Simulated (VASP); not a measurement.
# AlN (Fm-3m) in VASP: single point with PBEsol

Aim: the single point of AlN with PBEsol.

Program: VASP 6.6.1. These are calculated values, not measurements. Logs are shortened: lines on timing, memory, paths and dates and some standing lists are left out, and cuts for length are marked.

## Step 1: Starting point

It takes space group Fm-3m (No. 225, cubic). Conventional cell: a = 4.045 Å, b = 4.045 Å, c = 4.045 Å, α = 90.00°, β = 90.00°, γ = 90.00°. Al (site symmetry m-3m) is surrounded by 6 N at 2.02 Å. N (site symmetry m-3m) is surrounded by 6 Al at 2.02 Å.

Measurements of this composition are mostly on another form, of space group No. 186.

## Step 2: Single point, PBEsol

Input file INCAR:

```
PREC     = Accurate       # precision mode
ENCUT    = 520            # plane-wave cutoff, eV
EDIFF    = 1E-7           # SCF threshold, eV
ISMEAR   = 0              # smearing method
SIGMA    = 0.02           # smearing width, eV
LREAL    = F              # projectors in reciprocal space
LASPH    = T              # aspherical terms in the spheres
NELM     = 100            # most SCF steps
ALGO     = Fast           # electronic algorithm
ISIF     = 2              # what is computed and relaxed
LWAVE    = F              # write WAVECAR
LCHARG   = T              # write CHGCAR
GGA      = PS             # functional
LELF     = T              # ELF
LVHAR    = T            
NBANDS   = 11             # bands
```

Input file KPOINTS:

```
regular mesh
0
Gamma
  14 14 14
```

Input file POSCAR:

```
AlN
1.0
    0.0000000000      2.0226210085      2.0226210085
    2.0226210085      0.0000000000      2.0226210085
    2.0226210085      2.0226210085      0.0000000000
Al N
1 1
Direct
    0.5000000000      0.5000000000      0.5000000000
    0.0000000000      0.0000000000      0.0000000000
```

Potentials or basis: VASP PAW PBE potentials, release 64 (Al, N).

Command:

```sh
$ cat potpaw_PBE.64/Al/POTCAR potpaw_PBE.64/N/POTCAR > POTCAR
$ mpirun -np 1 vasp_std > vasp.out
```

OUTCAR:

```text
PREC = Accurate
   ENCUT = 520
   EDIFF = 1E-7
   ISMEAR = 0
   LREAL = F
   LASPH = T
   NELM = 100
   ISIF = 2
   GGA = PS

 ion  position               nearest neighbor table
   1  0.500  0.500  0.500-   2 2.02   2 2.02   2 2.02   2 2.02   2 2.02   2 2.02
   2  0.000  0.000  0.000-   1 2.02   1 2.02   1 2.02   1 2.02   1 2.02   1 2.02

  LATTYP: Found a face centered cubic cell.
 ALAT       =     4.0452420170

  Lattice vectors:

 A1 = (   0.0000000000,   2.0226210085,   2.0226210085)
 A2 = (   2.0226210085,   0.0000000000,   2.0226210085)
 A3 = (   2.0226210085,   2.0226210085,   0.0000000000)

Analysis of symmetry for initial positions (statically):
=====================================================================
 Subroutine PRICEL returns:
 Original cell was already a primitive cell.

 Routine SETGRP: Setting up the symmetry group for a
 face centered cubic supercell.

 Subroutine GETGRP returns: Found 48 space group operations
 (whereof 48 operations were pure point group operations)
 out of a pool of 48 trial point group operations.

The static configuration has the point symmetry O_h .

Analysis of symmetry for dynamics (positions and initial velocities):
=====================================================================
 Subroutine PRICEL returns:
 Original cell was already a primitive cell.

 Routine SETGRP: Setting up the symmetry group for a
 face centered cubic supercell.

 Subroutine GETGRP returns: Found 48 space group operations
 (whereof 48 operations were pure point group operations)
 out of a pool of 48 trial point group operations.

The dynamic configuration has the point symmetry O_h .

 Subroutine INISYM returns: Found 48 space group operations
 (whereof 48 operations are pure point group operations),
 and found     1 'primitive' translations

----------------------------------------------------------------------------------------

                                     Primitive cell

  volume of cell :      16.5491

  direct lattice vectors                    reciprocal lattice vectors
     0.000000000  2.022621008  2.022621008    -0.247203998  0.247203998  0.247203998
     2.022621008  0.000000000  2.022621008     0.247203998 -0.247203998  0.247203998
     2.022621008  2.022621008  0.000000000     0.247203998  0.247203998 -0.247203998

  length of vectors
     2.860418062  2.860418062  2.860418062     0.428169885  0.428169885  0.428169885

  position of ions in fractional coordinates (direct lattice)
     0.500000000  0.500000000  0.500000000
     0.000000000  0.000000000  0.000000000

  ion indices of the primitive-cell ions
   primitive index   ion index
                 1           1
                 2           2

----------------------------------------------------------------------------------------

 KPOINTS: regular mesh

Automatic generation of k-mesh.
 Grid dimensions read from file:
 generate k-points for:   14   14   14

 Generating k-lattice:

  Cartesian coordinates                     Fractional coordinates (reciprocal lattice)
    -0.017657428  0.017657428  0.017657428     0.071428571  0.000000000  0.000000000
     0.017657428 -0.017657428  0.017657428     0.000000000  0.071428571  0.000000000
     0.017657428  0.017657428 -0.017657428     0.000000000  0.000000000  0.071428571

  Length of vectors
     0.030583563  0.030583563  0.030583563

  Shift w.r.t. Gamma in fractional coordinates (k-lattice)
     0.000000000  0.000000000  0.000000000

 Subroutine IBZKPT returns following result:
 ===========================================

 Found    104 irreducible k-points:

 Following reciprocal coordinates:
            Coordinates               Weight
  0.000000  0.000000  0.000000      1.000000
  0.071429  0.000000  0.000000      8.000000
  0.142857  0.000000  0.000000      8.000000
  0.214286  0.000000  0.000000      8.000000
  0.285714  0.000000  0.000000      8.000000
  0.357143  0.000000  0.000000      8.000000
[... 16 lines left out ...]
  0.214286  0.142857  0.000000     24.000000
  0.285714  0.142857  0.000000     24.000000
 [... further k-points ...]
   k-points           NKPTS =    104   k-points in BZ     NKDIM =    104   number of bands    NBANDS=     11
   number of dos      NEDOS =    301   number of ions     NIONS =      2
   total plane-waves  NPLWV =  13824
   dimension x,y,z NGX =    24 NGY =   24 NGZ =   24
   dimension x,y,z NGXF=    48 NGYF=   48 NGZF=   48
   ions per type =               1   1
   NGX,Y,Z   is equivalent  to a cutoff of  13.95, 13.95, 13.95 a.u.
   NGXF,Y,Z  is equivalent  to a cutoff of  27.90, 27.90, 27.90 a.u.
 SYSTEM =  unknown system
   PREC   = accura    normal or accurate (medium, high low for compatibility)
   ISTART =      0    job   : 0-new  1-cont  2-samecut
   ICHARG =      2    charge: 1-file 2-atom 10-const
   ISPIN  =      1    spin polarized calculation?
   LNONCOLLINEAR =      F non collinear calculations
   LSORBIT =      F    spin-orbit coupling
   LASPH  =      T    aspherical Exc in radial PAW
   ENCUT  =  520.0 eV  38.22 Ry    6.18 a.u.   5.32  5.32  5.32*2*pi/ulx,y,z
   NELM   =    100;   NELMIN=  2; NELMDL= -5     # of ELM steps
   EDIFF  = 0.1E-06   stopping-criterion for ELM
   LREAL  =      F    real-space projection
   EDIFFG = 0.1E-05   stopping-criterion for IOM
   NSW    =      0    number of steps for IOM
   IBRION =     -1    ionic relax: 0-MD 1-quasi-New 2-CG
   NFREE  =      0    steps in history (QN), initial steepest desc. (CG)
   ISIF   =      2    stress and relaxation
   ISYM   =      2    0-nonsym 1-usesym 2-fastsym
   POTIM  = 0.5000    time-step for ionic-motion
   TEBEG  =    0.0;   TEEND  =   0.0 temperature during run
   PSTRESS=    0.0 pullay stress
   NELECT =       8.0000    total number of electrons
   NUPDOWN=      -1.0000    fix difference up-down
   EMIN   =  10.00;   EMAX   =-10.00  energy-range for DOS
   EFERMI =   0.00;   METHOD = LEGACY
   ISMEAR =     0;   SIGMA  =   0.02  broadening in eV -4-tet -1-fermi 0-gaus
   EFERMI_NEDOS =   21; number of points for ismear=-14 and -15
   IALGO  =     68    algorithm
   IMIX   =      4    mixing-type and parameters
     AMIX     =   0.40;   BMIX     =  1.00
     AMIX_MAG =   1.60;   BMIX_MAG =  1.00
  volume/ion in A,a.u.               =       8.27        55.84
  Fermi-wavevector in a.u.,A,eV,Ry     =   1.284834  2.427984 22.460472  1.650798
  Thomas-Fermi vector in A             =   2.417004
   LORBIT       =      0    0 simple, 1 ext, 2 COOP (PROOUT), +10 PAW based schemes
   GGA     = PS    functional components
   LHFCALC =     F    Hartree Fock is set to
   AEXX    =    0.0000 exact exchange contribution
   IVDW    =     0    specifies the selected vdW correction
   LEPSILON=     F    determine dielectric tensor
   LRPA    =     F    only Hartree local field effects (RPA)
 non-spin polarized calculation
 RMM-DIIS sequential band-by-band and
 Gauss-broadening in eV      SIGMA  =   0.02
  energy-cutoff  :      520.00
  volume of cell :       16.55
 maximum number of plane-waves:       459
 NGX is ok and might be reduce to    24
   NGX = 11   NGY = 11   NGZ = 11

 number of electron       7.9999999 magnetization

 Free energy of the ion-electron system (eV)
  ---------------------------------------------------
  ext. energy  EPLUGINS =         0.00000000
  ---------------------------------------------------
  free energy    TOTEN  =       -15.44894389 eV

  energy without entropy =      -15.44894389  energy(sigma->0) =      -15.44894389

 E-fermi :  10.0210     XC(G=0): -12.4457

 val. band max:        9.8664677206   @ k =   0.0000   0.0000   0.0000
 cond. band min:      14.4087151814   @ k =   0.5000   0.5000   0.0000
 fundamental gap:      4.5422474608
 Fermi energy:        10.0209894043

 k-point     1 :       0.0000    0.0000    0.0000
  band No.  band energies     occupation
      1      -7.6699      2.00000
      2       9.8665      2.00000
      3       9.8665      2.00000
      4       9.8665      2.00000
      5      15.5158      0.00000
      6      21.8890      0.00000
      7      21.8890      0.00000
      8      21.8890      0.00000
      9      26.9642      0.00000
     10      27.5450      0.00000
     11      27.5450      0.00000

 k-point     2 :       0.0714    0.0000    0.0000
  band No.  band energies     occupation
      1      -7.5643      2.00000
      2       9.3113      2.00000
      3       9.8016      2.00000
      4       9.8016      2.00000
      5      15.8738      0.00000
      6      21.3306      0.00000
      7      22.0548      0.00000
      8      22.0548      0.00000
      9      26.4464      0.00000
     10      26.4464      0.00000
     11      27.8050      0.00000

 k-point     3 :       0.1429    0.0000    0.0000
  band No.  band energies     occupation
      1      -7.2523      2.00000
      2       7.9885      2.00000
      3       9.6275      2.00000
      4       9.6275      2.00000
      5      16.5127      0.00000
      6      20.5885      0.00000
      7      22.3837      0.00000
      8      22.3837      0.00000
      9      25.4488      0.00000
     10      25.4488      0.00000
     11      27.7813      0.00000
[... 267 lines left out ...]
 k-point    23 :       0.2143    0.1429    0.0000
  band No.  band energies     occupation
      1      -6.7461      2.00000
      2       7.1352      2.00000
      3       8.8677      2.00000
      4       8.9143      2.00000
      5      17.5619      0.00000
      6      18.7830      0.00000
      7      21.6204      0.00000
      8      23.4489      0.00000
      9      23.8156      0.00000
     10      28.0302      0.00000
     11      29.8472      0.00000

 k-point    24 :       0.2857    0.1429    0.0000
  band No.  band energies     occupation
      1      -6.2010      2.00000
      2       5.7408      2.00000
      3       8.5764      2.00000
      4       8.6074      2.00000
      5      17.5377      0.00000
      6      19.1950      0.00000
      7      20.6986      0.00000
      8      23.3406      0.00000
      9      24.7871      0.00000
     10      28.3900      0.00000
     11      29.5382      0.00000

 [... further k-points ...]

------------------------ aborting loop because EDIFF is reached ----------------------------------------

  FORCE on cell =-STRESS in cart. coord.  units (eV):
  Direction    XX          YY          ZZ          XY          YZ          ZX
  --------------------------------------------------------------------------------------
  -------------------------------------------------------------------------------------
  Total       -0.0025518     -0.0025518     -0.0025518     -0.0000000      0.0000000     -0.0000000
  in kB       -0.2470450     -0.2470450     -0.2470450     -0.0000000      0.0000000     -0.0000000
  external PRESSURE =      -0.2470450 kB  Pullay stress =       0.0000000 kB

 VOLUME and BASIS-vectors are now :
 -----------------------------------------------------------------------------
  energy-cutoff  :      520.00
  volume of cell :       16.55
      direct lattice vectors                 reciprocal lattice vectors
     0.000000000  2.022621008  2.022621008    -0.247203998  0.247203998  0.247203998
     2.022621008  0.000000000  2.022621008     0.247203998 -0.247203998  0.247203998
     2.022621008  2.022621008  0.000000000     0.247203998  0.247203998 -0.247203998

 POSITION                                       TOTAL-FORCE (eV/Angst)
 -----------------------------------------------------------------------------------
      2.02262      2.02262      2.02262         0.000000     -0.000000      0.000000
      0.00000      0.00000      0.00000        -0.000000      0.000000     -0.000000
 -----------------------------------------------------------------------------------
    total drift:                                0.000000     -0.000000     -0.000000

  FREE ENERGIE OF THE ION-ELECTRON SYSTEM (eV)
  ---------------------------------------------------
  free  energy   TOTEN  =       -15.4489438940 eV

  energy  without entropy=      -15.4489438940  energy(sigma->0) =      -15.44894389
```

It took 17 s on 1 thread of AMD EPYC 9R14 (Zen 4), shared host; peak memory 0.1 GiB.

Results:

```
Free energy            : -15.4489 eV
Pressure               : 0.0 GPa
Band gap on the k mesh : 4.54 eV, indirect (least direct gap 5.65 eV)
```

Levels at points of the mesh, in eV from the valence-band top:
```tsv
k point	band 1	band 2	band 3	band 4	band 5	band 6	band 7	band 8
(0.00, 0.00, 0.00)	-17.54	0.00	0.00	0.00	5.65	12.02	12.02	12.02
(0.50, 0.00, 0.00)	-14.24	-8.36	-1.09	-1.09	6.03	10.89	10.89	13.24
(0.50, 0.50, 0.00)	-13.24	-7.44	-2.82	-2.82	4.54	5.14	13.95	17.14
```

Caveat: the PAW data sets were made with another functional, which shifts forces and pressure a little. Expect the measured gap to be larger: semilocal functionals such as PBEsol lack the derivative discontinuity.
